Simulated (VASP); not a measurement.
# Cd (R-3m) in VASP: equation of state

Aim: energy against volume of Cd in PBE, for its equilibrium volume and stiffness.

All numbers are computed with VASP 6.6.1; they aren't measurements. Logs are shortened: lines on timing, memory, paths and dates and some standing lists are left out, and cuts for length are marked.

### 1 The crystal as given

It takes space group R-3m (No. 166, trigonal). Conventional cell: a = 3.216 Å, b = 3.216 Å, c = 7.348 Å, α = 90.00°, β = 90.00°, γ = 120.00°. Around Cd (site symmetry -3m) lie 12 Cd at 3.07 to 3.22 Å.

This isn't the form of Cd at room conditions, which is hcp.

### 2 Equation of state, PBE, 20.62 Å³/atom (volume scaled by 0.94)

INCAR reads:

```
ALGO = Normal
EDIFF = 1E-7
ENCUT = 520
GGA = PE
ISIF = 2
ISMEAR = -1
LASPH = True
LCHARG = False
LREAL = False
LWAVE = False
NBANDS = 12
NELM = 60
PREC = Accurate
SIGMA = 0.05
```

KPOINTS reads:

```
k-points
0
Gamma
  10 10 10
```

POSCAR reads:

```
Cd
1.0
    1.5752030192      0.9094438872      2.3992879231
   -1.5752030192      0.9094438872      2.3992879231
    0.0000000000     -1.8188877744      2.3992879231
Cd
1
Direct
    0.0000000000      0.0000000000      0.0000000000
```

Potentials or basis: VASP PAW PBE potentials, release 64 (Cd).

On the command line:

```
$ cat potpaw_PBE.64/Cd/POTCAR > POTCAR
$ mpirun -np 1 vasp_std > vasp.out
```

OUTCAR:

```text
EDIFF = 1E-7
   ENCUT = 520
   GGA = PE
   ISIF = 2
   ISMEAR = -1
   LASPH = True
   LREAL = False
   NELM = 60
   PREC = Accurate

 ion  position               nearest neighbor table
   1  0.000  0.000  0.000-

  LATTYP: Found a trigonal (rhomboedric) cell.
 ALAT       =     3.0108030945
 COS(alpha) =     0.4525576903

  Lattice vectors:

 A1 = (   1.5752030192,   0.9094438872,   2.3992879231)
 A2 = (  -1.5752030192,   0.9094438872,   2.3992879231)
 A3 = (   0.0000000000,  -1.8188877744,   2.3992879231)

Analysis of symmetry for initial positions (statically):
=====================================================================
 Subroutine PRICEL returns:
 Original cell was already a primitive cell.

 Routine SETGRP: Setting up the symmetry group for a
 trigonal (rhombohedral) supercell.

 Subroutine GETGRP returns: Found 12 space group operations
 (whereof 12 operations were pure point group operations)
 out of a pool of 12 trial point group operations.

The static configuration has the point symmetry D_3d.

Analysis of symmetry for dynamics (positions and initial velocities):
=====================================================================
 Subroutine PRICEL returns:
 Original cell was already a primitive cell.

 Routine SETGRP: Setting up the symmetry group for a
 trigonal (rhombohedral) supercell.

 Subroutine GETGRP returns: Found 12 space group operations
 (whereof 12 operations were pure point group operations)
 out of a pool of 12 trial point group operations.

The dynamic configuration has the point symmetry D_3d.

 Subroutine INISYM returns: Found 12 space group operations
 (whereof 12 operations are pure point group operations),
 and found     1 'primitive' translations

----------------------------------------------------------------------------------------

                                     Primitive cell

  volume of cell :      20.6227

  direct lattice vectors                    reciprocal lattice vectors
     1.575203019  0.909443887  2.399287923     0.317419402  0.183262177  0.138930109
    -1.575203019  0.909443887  2.399287923    -0.317419402  0.183262177  0.138930109
     0.000000000 -1.818887774  2.399287923     0.000000000 -0.366524354  0.138930109

  length of vectors
     3.010803094  3.010803094  3.010803094     0.391971526  0.391971526  0.391971526

  position of ions in fractional coordinates (direct lattice)
     0.000000000  0.000000000  0.000000000

  ion indices of the primitive-cell ions
   primitive index   ion index
                 1           1

----------------------------------------------------------------------------------------

 KPOINTS: k-points

Automatic generation of k-mesh.
 Grid dimensions read from file:
 generate k-points for:   10   10   10

 Generating k-lattice:

  Cartesian coordinates                     Fractional coordinates (reciprocal lattice)
     0.031741940  0.018326218  0.013893011     0.100000000  0.000000000  0.000000000
    -0.031741940  0.018326218  0.013893011     0.000000000  0.100000000  0.000000000
     0.000000000 -0.036652435  0.013893011     0.000000000  0.000000000  0.100000000

  Length of vectors
     0.039197153  0.039197153  0.039197153

  Shift w.r.t. Gamma in fractional coordinates (k-lattice)
     0.000000000  0.000000000  0.000000000

 Subroutine IBZKPT returns following result:
 ===========================================

 Found    116 irreducible k-points:

 Following reciprocal coordinates:
            Coordinates               Weight
  0.000000  0.000000  0.000000      1.000000
  0.100000  0.000000 -0.000000      6.000000
  0.200000  0.000000 -0.000000      6.000000
  0.300000  0.000000  0.000000      6.000000
  0.400000  0.000000  0.000000      6.000000
  0.500000  0.000000 -0.000000      3.000000
[... 42 lines left out ...]
  0.300000  0.300000  0.100000      6.000000
  0.400000  0.300000  0.100000     12.000000
 [... further k-points ...]
   k-points           NKPTS =    116   k-points in BZ     NKDIM =    116   number of bands    NBANDS=     12
   number of dos      NEDOS =    301   number of ions     NIONS =      1
   total plane-waves  NPLWV =  13824
   dimension x,y,z NGX =    24 NGY =   24 NGZ =   24
   dimension x,y,z NGXF=    48 NGYF=   48 NGZF=   48
   ions per type =               1
   NGX,Y,Z   is equivalent  to a cutoff of  13.25, 13.25, 13.25 a.u.
   NGXF,Y,Z  is equivalent  to a cutoff of  26.50, 26.50, 26.50 a.u.
 SYSTEM =  unknown system
   PREC   = accura    normal or accurate (medium, high low for compatibility)
   ISTART =      0    job   : 0-new  1-cont  2-samecut
   ICHARG =      2    charge: 1-file 2-atom 10-const
   ISPIN  =      1    spin polarized calculation?
   LNONCOLLINEAR =      F non collinear calculations
   LSORBIT =      F    spin-orbit coupling
   LASPH  =      T    aspherical Exc in radial PAW
   ENCUT  =  520.0 eV  38.22 Ry    6.18 a.u.   5.60  5.60  5.60*2*pi/ulx,y,z
   NELM   =     60;   NELMIN=  2; NELMDL= -5     # of ELM steps
   EDIFF  = 0.1E-06   stopping-criterion for ELM
   LREAL  =      F    real-space projection
   EDIFFG = 0.1E-05   stopping-criterion for IOM
   NSW    =      0    number of steps for IOM
   IBRION =     -1    ionic relax: 0-MD 1-quasi-New 2-CG
   NFREE  =      0    steps in history (QN), initial steepest desc. (CG)
   ISIF   =      2    stress and relaxation
   ISYM   =      2    0-nonsym 1-usesym 2-fastsym
   POTIM  = 0.5000    time-step for ionic-motion
   TEBEG  =    0.0;   TEEND  =   0.0 temperature during run
   PSTRESS=    0.0 pullay stress
   NELECT =      12.0000    total number of electrons
   NUPDOWN=      -1.0000    fix difference up-down
   EMIN   =  10.00;   EMAX   =-10.00  energy-range for DOS
   EFERMI =   0.00;   METHOD = LEGACY
   ISMEAR =    -1;   SIGMA  =   0.05  broadening in eV -4-tet -1-fermi 0-gaus
   EFERMI_NEDOS =   21; number of points for ismear=-14 and -15
   IALGO  =     38    algorithm
   IMIX   =      4    mixing-type and parameters
     AMIX     =   0.40;   BMIX     =  1.00
     AMIX_MAG =   1.60;   BMIX_MAG =  1.00
  volume/ion in A,a.u.               =      20.62       139.17
  Fermi-wavevector in a.u.,A,eV,Ry     =   1.366742  2.582768 25.415463  1.867984
  Thomas-Fermi vector in A             =   2.492856
   LORBIT       =      0    0 simple, 1 ext, 2 COOP (PROOUT), +10 PAW based schemes
   GGA     = PE    functional components
   LHFCALC =     F    Hartree Fock is set to
   AEXX    =    0.0000 exact exchange contribution
   IVDW    =     0    specifies the selected vdW correction
   LEPSILON=     F    determine dielectric tensor
   LRPA    =     F    only Hartree local field effects (RPA)
 non-spin polarized calculation
  energy-cutoff  :      520.00
  volume of cell :       20.62
 maximum number of plane-waves:       574
 NGX is ok and might be reduce to    24
   NGX = 11   NGY = 11   NGZ = 11

 number of electron      12.0000003 magnetization

 Free energy of the ion-electron system (eV)
  ---------------------------------------------------
  ext. energy  EPLUGINS =         0.00000000
  ---------------------------------------------------
  free energy    TOTEN  =        -0.70203577 eV

  energy without entropy =       -0.69937657  energy(sigma->0) =       -0.70070617

 E-fermi :   3.3188     XC(G=0): -11.2874

 val. band max:        3.2775377405   @ k =   0.5000   0.1000   0.1000
 cond. band min:       3.3465276792   @ k =  -0.4000   0.5000   0.4000
 fundamental gap:      0.0689899387
 Fermi energy:         3.3187557671

 k-point     1 :       0.0000    0.0000    0.0000
  band No.  band energies     occupation
      1      -6.1494      2.00000
      2      -6.1494      2.00000
      3      -6.0138      2.00000
      4      -5.8302      2.00000
      5      -5.5098      2.00000
      6      -5.5098      2.00000
      7      17.0062      0.00000
      8      17.9980      0.00000
      9      17.9980      0.00000
     10      20.8901      0.00000
     11      21.6139      0.00000
     12      21.6139      0.00000

 k-point     2 :       0.1000    0.0000   -0.0000
  band No.  band energies     occupation
      1      -6.1776      2.00000
      2      -6.1231      2.00000
      3      -5.8960      2.00000
      4      -5.6339      2.00000
      5      -5.5151      2.00000
      6      -5.5132      2.00000
      7      15.0360      0.00000
      8      17.2922      0.00000
      9      17.7564      0.00000
     10      20.3567      0.00000
     11      22.1357      0.00000
     12      22.2030      0.00000

 k-point     3 :       0.2000    0.0000   -0.0000
  band No.  band energies     occupation
      1      -6.3019      2.00000
      2      -6.0873      2.00000
      3      -5.8002      2.00000
      4      -5.4915      2.00000
      5      -5.4815      2.00000
      6      -4.7836      2.00000
      7      11.2216      0.00000
      8      17.1342      0.00000
      9      17.2764      0.00000
     10      19.5469      0.00000
     11      22.0006      0.00000
     12      22.5560      0.00000
[... 526 lines left out ...]
 k-point    39 :      -0.2000    0.1000    0.1000
  band No.  band energies     occupation
      1      -6.3406      2.00000
      2      -5.9948      2.00000
      3      -5.8521      2.00000
      4      -5.6431      2.00000
      5      -5.3252      2.00000
      6      -3.6225      2.00000
      7       9.1202      0.00000
      8      14.6844      0.00000
      9      15.7865      0.00000
     10      17.9415      0.00000
     11      23.0056      0.00000
     12      23.7312      0.00000

 k-point    40 :      -0.1000    0.1000    0.1000
  band No.  band energies     occupation
      1      -6.2403      2.00000
      2      -6.0031      2.00000
      3      -5.8393      2.00000
      4      -5.7288      2.00000
      5      -5.4179      2.00000
      6      -4.8312      2.00000
      7      12.8857      0.00000
      8      15.2583      0.00000
      9      16.0814      0.00000
     10      19.7958      0.00000
     11      21.1758      0.00000
     12      24.2658      0.00000

 [... further k-points ...]

------------------------ aborting loop because EDIFF is reached ----------------------------------------

  FORCE on cell =-STRESS in cart. coord.  units (eV):
  Direction    XX          YY          ZZ          XY          YZ          ZX
  --------------------------------------------------------------------------------------
  -------------------------------------------------------------------------------------
  Total        0.7937374      0.7937374      0.8604497      0.0000000      0.0000000     -0.0000000
  in kB       61.6653741     61.6653741     66.8482462      0.0000000      0.0000000     -0.0000000
  external PRESSURE =      63.3929982 kB  Pullay stress =       0.0000000 kB

 VOLUME and BASIS-vectors are now :
 -----------------------------------------------------------------------------
  energy-cutoff  :      520.00
  volume of cell :       20.62
      direct lattice vectors                 reciprocal lattice vectors
     1.575203019  0.909443887  2.399287923     0.317419402  0.183262177  0.138930109
    -1.575203019  0.909443887  2.399287923    -0.317419402  0.183262177  0.138930109
     0.000000000 -1.818887774  2.399287923     0.000000000 -0.366524354  0.138930109

 POSITION                                       TOTAL-FORCE (eV/Angst)
 -----------------------------------------------------------------------------------
      0.00000      0.00000      0.00000         0.000000      0.000000      0.000000
 -----------------------------------------------------------------------------------
    total drift:                                0.000000     -0.000000     -0.000000

  FREE ENERGIE OF THE ION-ELECTRON SYSTEM (eV)
  ---------------------------------------------------
  free  energy   TOTEN  =        -0.7020357717 eV

  energy  without entropy=       -0.6993765694  energy(sigma->0) =       -0.70070617
```

Wall time 17 s (1 thread of Intel Xeon Platinum 8488C (Sapphire Rapids), shared host); peak memory 0.15 GiB.

What came out:

* Free energy: -0.7020 eV
* Pressure: 6.3 GPa
* Band gap on the k mesh: none (metal or under the smearing width)

### 3 Equation of state, PBE, 21.06 Å³/atom (volume scaled by 0.96)

INCAR reads:

```
ALGO     = Normal         # electronic algorithm
EDIFF    = 1E-7           # SCF threshold, eV
ENCUT    = 520            # plane-wave cutoff, eV
GGA      = PE             # functional
ISIF     = 2              # what is computed and relaxed
ISMEAR   = -1             # smearing method
LASPH    = True           # aspherical terms in the spheres
LCHARG   = False          # write CHGCAR
LREAL    = False          # projectors in reciprocal space
LWAVE    = False          # write WAVECAR
NBANDS   = 12             # bands
NELM     = 100            # most SCF steps
PREC     = Accurate       # precision mode
SIGMA    = 0.05           # smearing width, eV
```

KPOINTS is that of step 2.

POSCAR reads:

```
Cd
1.0
    1.5862963637      0.9158486326      2.4161848736
   -1.5862963637      0.9158486326      2.4161848736
    0.0000000000     -1.8316972653      2.4161848736
Cd
1
Direct
    0.0000000000      0.0000000000      0.0000000000
```

Potentials or basis: VASP PAW PBE potentials, release 64 (Cd).

On the command line:

```
$ cat potpaw_PBE.64/Cd/POTCAR > POTCAR
$ mpirun -np 1 vasp_std > vasp.out
```

Run time: 15 s. Hardware: 1 thread of Intel Xeon Platinum 8488C (Sapphire Rapids), shared host; peak memory 0.15 GiB.

Results (log left out):

| Quantity | Value |
| --- | --- |
| Free energy | -0.7173 eV |
| Pressure | 4.8 GPa |
| Band gap on the k mesh | none (metal or under the smearing width) |

### 4 Equation of state, PBE, 21.50 Å³/atom (volume scaled by 0.98)

INCAR reads:

```
ALGO = Normal ; EDIFF = 1E-7
ENCUT = 520 ; GGA = PE
ISIF = 2 ; ISMEAR = -1
LASPH = True ; LCHARG = False
LREAL = False ; LWAVE = False
NBANDS = 12 ; NELM = 100
PREC = Accurate ; SIGMA = 0.05
```

KPOINTS is that of step 3.

POSCAR reads:

```
Cd
1.0
    1.5972366844      0.9221650297      2.4328487442
   -1.5972366844      0.9221650297      2.4328487442
    0.0000000000     -1.8443300594      2.4328487442
Cd
1
Direct
    0.0000000000      0.0000000000      0.0000000000
```

On the command line:

```
$ cat potpaw_PBE.64/Cd/POTCAR > POTCAR
$ mpirun -np 1 vasp_std > vasp.out
```

It took 11 s on 1 thread of Intel Xeon Platinum 8488C (Sapphire Rapids), shared host; peak memory 0.15 GiB.

The run converged. Its results:

* Free energy: -0.7288 eV
* Pressure: 3.5 GPa
* Band gap on the k mesh: none (metal or under the smearing width)

### 5 Equation of state, PBE, 22.38 Å³/atom (volume scaled by 1.02)

INCAR reads:

```
PREC = Accurate
ENCUT = 520
EDIFF = 1E-7
ISMEAR = -1
SIGMA = 0.05
LREAL = F
LASPH = T
NELM = 80
ALGO = Normal
ISIF = 2
LWAVE = F
LCHARG = F
GGA = PE
NBANDS = 12
```

KPOINTS reads:

```
Automatic mesh
0
Gamma
  10 10 10
```

POSCAR reads:

```
Cd
1.0
    1.6186786615      0.9345445610      2.4655083291
   -1.6186786615      0.9345445610      2.4655083291
    0.0000000000     -1.8690891220      2.4655083291
Cd
1
Direct
    0.0000000000      0.0000000000      0.0000000000
```

On the command line:

```
$ cat potpaw_PBE.64/Cd/POTCAR > POTCAR
$ mpirun -np 1 vasp_std > vasp.out
```

Run time: 12 s. Hardware: 1 thread of Intel Xeon Platinum 8488C (Sapphire Rapids), shared host; peak memory 0.15 GiB.

Results (log left out):

| Property | Result |
| --- | --- |
| Free energy | -0.7418 eV |
| Pressure | 1.3 GPa |
| Band gap on the k mesh | none (metal or under the smearing width) |

### 6 Equation of state, PBE, 22.82 Å³/atom (volume scaled by 1.04)

INCAR reads:

```
SYSTEM = Cd
  PREC = Accurate
  ENCUT = 520
  EDIFF = 1E-7
  ISMEAR = -1
  SIGMA = 0.05
  LREAL = .False.
  LASPH = .True.
  NELM = 100
  ALGO = Normal
  ISIF = 2
  LWAVE = .False.
  LCHARG = .False.
  GGA = PE
  NBANDS = 12
```

KPOINTS reads:

```
regular mesh
0
Gamma
  10 10 10
  0 0 0
```

POSCAR reads:

```
Cd
1.0
    1.6291898565      0.9406132022      2.4815185721
   -1.6291898565      0.9406132022      2.4815185721
    0.0000000000     -1.8812264044      2.4815185721
Cd
1
Direct
    0.0000000000      0.0000000000      0.0000000000
```

Potentials or basis: VASP PAW PBE potentials, release 64 (Cd).

On the command line:

```
$ cat potpaw_PBE.64/Cd/POTCAR > POTCAR
$ mpirun -np 1 vasp_std > vasp.out
```

It took 14 s on 1 thread of Intel Xeon Platinum 8488C (Sapphire Rapids), shared host; peak memory 0.15 GiB.

It converged, with:

```yaml
Free_energy: -0.7442 eV
Pressure: 0.4 GPa
Band_gap_on_the_k_mesh: none (metal or under the smearing width)
```

(Continued in part 2 of 2.)
